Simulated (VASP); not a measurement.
Write the native input for VASP 6.6.1 that does the following.

```
Task                   : relaxation of cell and atoms
Functional             : PBE
Potentials or basis    : VASP PAW PBE potentials, release 64 (K_sv, Zn, F)
Cutoff                 : 600 eV
k mesh                 : 6 × 6 × 6
Occupations            : gaussian, width 0.02 eV
Spin                   : no spin polarisation
Dipole correction      : no
Further INCAR settings : ALGO = Normal; EDIFF = 1e-06; IBRION = 2; EDIFFG = -0.01; NSW = 100; ISIF = 3
```

The structure of KZnF3 lies in POSCAR:

```
KZnF3
1.0
    4.1261015308      0.0000000000      0.0000000000
    0.0000000000      4.1261015308      0.0000000000
    0.0000000000      0.0000000000      4.1261015308
K Zn F
1 1 3
Direct
    0.0000000000      0.0000000000      0.0000000000
    0.5000000000      0.5000000000      0.5000000000
    0.0000000000      0.5000000000      0.5000000000
    0.5000000000      0.0000000000      0.5000000000
    0.5000000000      0.5000000000      0.0000000000
```

The cell is a database's computed one.

These files were run (other wordings do the same):

INCAR

```
PREC = Accurate
ENCUT = 600
EDIFF = 1E-6
ISMEAR = 0
SIGMA = 0.02
LREAL = False
LASPH = True
NELM = 80
ALGO = Normal
ISIF = 3
LWAVE = False
LCHARG = False
GGA = PE
IBRION = 2
NSW = 100
EDIFFG = -0.01
```

KPOINTS

```
Automatic mesh
0
Gamma
  6 6 6
```

Potentials or basis: VASP PAW PBE potentials, release 64 (K_sv, Zn, F).

Launch:

```sh
$ cat potpaw_PBE.64/K_sv/POTCAR potpaw_PBE.64/Zn/POTCAR potpaw_PBE.64/F/POTCAR > POTCAR
$ mpirun -np 1 vasp_std > vasp.out
```

It gave:

```json
{
  "Pressure after relaxing": "0.0 GPa",
  "Band gap on the k mesh": "3.65 eV, indirect (least direct gap 5.20 eV)"
}
```

Caveat: the relaxation stopped at its first step, so nothing moved.

It took 54 s on 1 thread of Intel(R) Xeon(R) 6975P-C (Granite Rapids), with other jobs on the host, peak memory 0.2 GiB.
